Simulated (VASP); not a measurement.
## A VASP 6.6.1 single-point calculation on SrCl2

INCAR

```
EDIFF = 1E-7
NBANDS = 19
LASPH = .TRUE.
PREC = Accurate
AMIX = 0.05
LREAL = .FALSE.
ENCUT = 520
LWAVE = .FALSE.
IBRION = -1
ISMEAR = -1
SIGMA = 0.02
NELM = 90
LCHARG = .FALSE.
GGA = PE
ISIF = 2
NSW = 0
```

KPOINTS

```
KPOINTS created by Atomic Simulation Environment
0
Gamma
6 6 6
0 0 0
```

POSCAR

```
Sr Cl
 1.0000000000000000
     0.0000000000000000    3.4452523140000002    3.5239509709000001
     3.4452523140000002    0.0000000000000000    3.5239509709000001
     3.4452523140000002    3.4452523140000002    0.0000000000000000
 Sr  Cl
   1   2
Cartesian
  0.0000000000000000  0.0000000000000000  0.0000000000000000
  1.7226261570000001  1.7226261570000001  1.7619754854500000
  5.1678784709999999  5.1678784709999999  5.2859264563500012
```

The recommended PBE PAW datasets give the neutral cell 24 valence electrons.

Command

```
mpirun -np 1 vasp_std
```

Problem. How does this run end, and what does it give?

Solution. It converged. Results: gap between bands v and c on the k mesh 5.33 eV; least direct gap on the k mesh 5.45 eV; pressure 1.6 GPa. Band v is the last that the valence electrons fill when counted band by band, and c is the next.

OSZICAR

```
N       E                     dE             d eps       ncg     rms          rms(c)
DAV:   1     0.139152516070E+03    0.13915E+03   -0.11561E+04  1140   0.114E+03
DAV:   2    -0.411605052465E+01   -0.14327E+03   -0.13949E+03  1513   0.220E+02
DAV:   3    -0.127773113432E+02   -0.86613E+01   -0.86293E+01  1497   0.544E+01
DAV:   4    -0.130358750470E+02   -0.25856E+00   -0.25824E+00  1904   0.819E+00
DAV:   5    -0.130393340349E+02   -0.34590E-02   -0.34582E-02  1578   0.809E-01    0.134E+01
DAV:   6    -0.129712079269E+02    0.68126E-01   -0.14611E-02  1573   0.695E-01    0.128E+01
DAV:   7    -0.128286213766E+02    0.14259E+00   -0.23986E+00  1293   0.859E+00    0.576E+00
DAV:   8    -0.127682207409E+02    0.60401E-01   -0.25092E-01  1416   0.311E+00    0.239E+00
DAV:   9    -0.127657636952E+02    0.24570E-02   -0.49513E-02  1419   0.129E+00    0.566E-01
DAV:  10    -0.127657298717E+02    0.33823E-04   -0.20299E-03  1506   0.262E-01    0.504E-01
DAV:  11    -0.127669576052E+02   -0.12277E-02   -0.21691E-03  1239   0.297E-01    0.483E-01
DAV:  12    -0.127667245664E+02    0.23304E-03   -0.84179E-04  1500   0.186E-01    0.389E-02
DAV:  13    -0.127667348097E+02   -0.10243E-04   -0.43883E-05  1433   0.415E-02    0.299E-02
DAV:  14    -0.127667357129E+02   -0.90323E-06   -0.60009E-07  1523   0.562E-03    0.306E-02
DAV:  15    -0.127667435293E+02   -0.78164E-05   -0.31108E-05  1211   0.450E-02    0.301E-02
DAV:  16    -0.127667443358E+02   -0.80651E-06   -0.27149E-06  1397   0.109E-02    0.111E-02
DAV:  17    -0.127667444043E+02   -0.68463E-07   -0.22770E-07  1315   0.290E-03
   1 F= -.12766744E+02 E0= -.12766744E+02  d E =-.408241E-13
```

For comparison, a separate PBE run of the intended cell, on usual settings and not on those above, gives a gap of 5.33 eV on its mesh and a pressure of 1.7 GPa.
